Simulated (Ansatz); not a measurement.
# C: the cost of one run

All numbers below are computed with Ansatz 0.2.0 (DFT PBE+D3(BJ), scalar-relativistic, plane waves, PAW).

4 further runs of the same task are left out: 4 set aside as unsound or not needed. Runs told in other sessions of the task aren't counted.

**1. The starting structure**

The cell holds 22 atoms (C22): a = 5.918 Å, b = 5.853 Å, c = 6.064 Å, α = 93.73°, β = 95.01°, γ = 87.42°.

It is the last frame of an earlier stage of the same melt, run at 6750 K.

Structure file:

```cif
data_structure
_symmetry_space_group_name_H-M 'P 1'
_symmetry_Int_Tables_number 1
_cell_length_a 5.9182
_cell_length_b 5.8528
_cell_length_c 6.0641
_cell_angle_alpha 93.733
_cell_angle_beta 95.006
_cell_angle_gamma 87.420
_cell_volume 208.64
loop_
_atom_site_label
_atom_site_type_symbol
_atom_site_fract_x
_atom_site_fract_y
_atom_site_fract_z
_atom_site_occupancy
C1 C 0.55670 0.56470 0.17916 1
C2 C 0.32891 0.48904 0.52079 1
C3 C 0.41231 0.93174 0.52109 1
C4 C 0.15141 0.05035 0.96664 1
C5 C 0.60667 0.29525 0.12397 1
C6 C 0.94685 0.08495 0.64491 1
C7 C 0.95631 0.61331 0.60686 1
C8 C 0.55019 0.66150 0.51015 1
C9 C 0.14900 0.45245 0.63604 1
C10 C 0.10390 0.19593 0.77187 1
C11 C 0.08212 0.19739 0.15827 1
C12 C 0.10232 0.55623 0.11209 1
C13 C 0.45720 0.69293 0.95275 1
C14 C 0.71127 0.53846 0.68398 1
C15 C 0.19919 0.54474 0.89108 1
C16 C 0.21824 0.65970 0.31494 1
C17 C 0.28751 0.93908 0.30102 1
C18 C 0.93006 0.69968 0.36329 1
C19 C 0.36452 0.94428 0.00060 1
C20 C 0.65002 0.03221 0.55585 1
C21 C 0.74197 0.27593 0.57225 1
C22 C 0.40059 0.24634 0.08163 1
```

**2. Stage at 4860 K**

One k point, a Fermi-Dirac width of 0.419 eV and a fixed cell.

Input file input.yaml:

```yaml
crystal:
  lattice:
    - [5.911108, 0.128383, -0.259624]
    - [0.128383, 5.848267, -0.191321]
    - [-0.259624, -0.191321, 6.05548]
  atoms:
    - { symbol: C, position: [0.5566993325, 0.5647000904, 0.1791646774] }
    - { symbol: C, position: [0.3289069413, 0.489040751, 0.5207861167] }
    - { symbol: C, position: [0.4123144179, 0.9317433969, 0.521090411] }
    - { symbol: C, position: [0.151409263, 0.0503493576, 0.9666439656] }
    - { symbol: C, position: [0.6066731, 0.295246506, 0.1239742629] }
    - { symbol: C, position: [0.9468464297, 0.0849511371, 0.6449125168] }
    - { symbol: C, position: [0.9563068624, 0.6133090008, 0.6068592184] }
    - { symbol: C, position: [0.5501919124, 0.6615036129, 0.5101484216] }
    - { symbol: C, position: [0.1490040999, 0.4524549206, 0.6360436399] }
    - { symbol: C, position: [0.103902134, 0.1959252167, 0.7718657356] }
    - { symbol: C, position: [0.0821240145, 0.1973871216, 0.1582698049] }
    - { symbol: C, position: [0.1023154915, 0.5562319331, 0.1120891156] }
    - { symbol: C, position: [0.4571964527, 0.6929286759, 0.9527455] }
    - { symbol: C, position: [0.7112701213, 0.5384552983, 0.6839808422] }
    - { symbol: C, position: [0.1991887976, 0.5447381352, 0.8910842801] }
    - { symbol: C, position: [0.218241961, 0.6596951945, 0.3149439074] }
    - { symbol: C, position: [0.2875132612, 0.9390831291, 0.3010217617] }
    - { symbol: C, position: [0.9300644418, 0.6996795328, 0.3632933681] }
    - { symbol: C, position: [0.3645168554, 0.9442809208, 0.0006040072] }
    - { symbol: C, position: [0.6500156294, 0.0322134639, 0.5558518173] }
    - { symbol: C, position: [0.7419744468, 0.2759314494, 0.5722480833] }
    - { symbol: C, position: [0.4005933475, 0.2463357319, 0.0816280692] }
  symmetry: { detect: false }
basis:
  ecutwfc: 420
  xc_grid: 1
kpoints:
  mp_grid: { grid: [1, 1, 1], shift: [0.25, 0.25, 0.25] }
hamiltonian:
  xc: pbe
  dispersion: d3bj
scf:
  occupations: { method: fermi_dirac, width: 0.4188 }
  lower_state_search: "off"
  convergence: { dr2_threshold: 1.0e-05 }
output:
  forces: true
  stress: true
md:
  timestep: 2.0
  n_steps: 146
  ensemble: nvt_langevin
  friction: 0.005
  temperature: 4860.0
  initial_velocities: maxwell_boltzmann
  seed: 43989
```

Started as:

```bash
$ ansatz run input.yaml --threads 2 --pin off --max-ram 5120MiB --backend cpu --events-out ev --progress --plain --runs-dir out
```

Q: Estimate wall time and peak memory on 2 threads of Intel Xeon at 2.50GHz (Skylake/Cascade Lake), shared host.

About 6.1 min, with a peak of 0.39 GiB.
